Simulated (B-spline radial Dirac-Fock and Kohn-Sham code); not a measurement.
**Lγ1 (L2-N4) energies across the elements Pd to Pr**

Level of theory: ΔSCF Dirac-Fock with Breit, self-energy and vacuum polarisation, finite nucleus, configuration average; a B-spline atomic structure program. Free neutral atoms. Correlation and solid-state effects are left out.

The screening constant σ is defined by E = 0.1875·Ry·(Z − σ)², the hydrogen-like form of Moseley's law.

```csv
Z,element,computed (eV),tabulated (eV),√E,σ
46,Pd,3330.0,3328.8,57.71,9.87
47,Ag,3521.4,3520.4,59.34,9.85
48,Cd,?,?,?,?
49,In,3922.9,3921.8,62.63,9.79
50,Sn,4133.2,4132.2,64.29,9.75
51,Sb,4349.8,4349.0,65.95,9.71
52,Te,4573.0,4572.2,67.62,9.66
53,I,4802.8,4802.5,69.30,9.61
54,Xe,5039.1,5034.2,70.99,9.56
55,Cs,5282.4,5280.6,72.68,9.50
56,Ba,5532.6,5531.1,74.38,9.43
57,La,5789.6,5791.7,76.09,9.36
58,Ce,6052.6,6054.2,77.80,9.29
59,Pr,6321.8,6327.2,79.51,9.22
```

Problem. Estimate the missing row, Cd.

Solution. Computed 3719.0 eV, tabulated 3717.7 eV, √E = 60.98, σ = 9.82.

Tabulated energies: xraylib 4.2 line table, elements in their standard states.
